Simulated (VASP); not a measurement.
Crystal: LiH3O2.

```
CELL_PARAMETERS angstrom
-1.91432 2.08446 2.76792
1.91432 -2.08446 2.76792
1.91432 2.08446 -2.76792
ATOMIC_POSITIONS crystal
Li 0.00246 0.00246 0.00000
H 0.62012 0.36883 0.74871
H 0.62012 0.87141 0.25129
H 0.25781 0.75781 0.50000
O 0.62279 0.37475 0.24804
O 0.12671 0.37475 0.75196
```

The cell was built by a generator and needn't be a form met in nature.

```yaml
Program: VASP 6.6.1
Task: relaxation of cell and atoms
Functional: PBEsol
Potentials_or_basis: VASP PAW PBE potentials, release 64 (Li_sv, H, O)
Cutoff: 600 eV
k_mesh: 8 × 8 × 8
Occupations: fermi-dirac, width 0.03 eV
Spin: no spin polarisation
```

At the start: pressure -18.3 GPa; volume 7.36 Å³/atom.

**Question.** Where does the relaxation end?

**Answer.** Over 84 steps the energy falls by 1423.9 meV/atom and the volume is 7.04 Å³/atom (-4.3 %); space group Imm2 (No. 44, to 0.05 Å).

The path:
| step | energy change (eV) | largest force (eV/Å) | pressure (GPa) | volume (Å³) |
| --- | --- | --- | --- | --- |
| 1 | 0.0000 | 0.4832 | -18.34 | 44.18 |
| 4 | -0.2615 | 1.5475 | 71.77 | 23.36 |
| 7 | -1.9713 | 0.5003 | 20.12 | 27.27 |
| 10 | -2.3053 | 0.7069 | 0.79 | 30.56 |
| 13 | -2.4675 | 2.9629 | 10.37 | 35.26 |
| 16 | -3.0036 | 1.6867 | 1.97 | 34.58 |
| 19 | -3.2643 | 3.3260 | 15.38 | 36.69 |
| 22 | -3.5668 | 2.4106 | 17.69 | 39.29 |
| 25 | -3.8568 | 1.8272 | 10.64 | 39.42 |
| 28 | -4.1725 | 1.4920 | -0.14 | 41.08 |
| 31 | -4.4944 | 0.7922 | -1.42 | 42.73 |
| 34 | -4.6880 | 0.4684 | -4.04 | 42.09 |
| 37 | -4.8966 | 0.5952 | 0.46 | 38.20 |
| 40 | -5.0158 | 1.2858 | 3.32 | 34.52 |
| 43 | -5.3646 | 2.2670 | 12.65 | 31.27 |
| 46 | -5.4933 | 2.9599 | 22.86 | 29.48 |
| 49 | -6.0351 | 2.6846 | 20.95 | 29.90 |
| 52 | -7.2696 | 1.9742 | 32.95 | 30.26 |
| 55 | -7.9338 | 2.9391 | 9.07 | 34.47 |
| 58 | -8.4434 | 0.5360 | 0.52 | 39.50 |
| 61 | -8.5222 | 0.3738 | 1.75 | 41.85 |
| 64 | -8.5321 | 0.0774 | -0.25 | 42.71 |
| 67 | -8.5372 | 0.1906 | -0.32 | 42.83 |
| 70 | -8.5398 | 0.0465 | 0.22 | 42.68 |
| 73 | -8.5413 | 0.0691 | -0.51 | 42.65 |
| 76 | -8.5427 | 0.0431 | 0.13 | 42.31 |
| 79 | -8.5428 | 0.0352 | -0.12 | 42.31 |
| 82 | -8.5431 | 0.0221 | 0.15 | 42.24 |
| 84 | -8.5431 | 0.0053 | 0.04 | 42.27 |

Final structure:
```yaml
crystal:
  lattice:
    - [-1.60237, 2.26259, 2.91443]
    - [1.60237, -2.26259, 2.91443]
    - [1.60237, 2.26259, -2.91443]
  atoms:
    - { symbol: Li, position: [0.89566, 0.89566, 0.00000] }
    - { symbol: H, position: [0.55666, 0.36724, 0.81058] }
    - { symbol: H, position: [0.55666, 0.74607, 0.18942] }
    - { symbol: H, position: [0.10317, 0.60317, 0.50000] }
    - { symbol: O, position: [0.80837, 0.56893, 0.23945] }
    - { symbol: O, position: [0.32948, 0.56893, 0.76055] }
```

Caveat: the cutoff is under 1.25 times the usual one of these potentials, so pressure, stress and relaxed cells hold a basis-set (Pulay) error; the PAW data sets were made with another functional, which shifts forces and pressure a little.
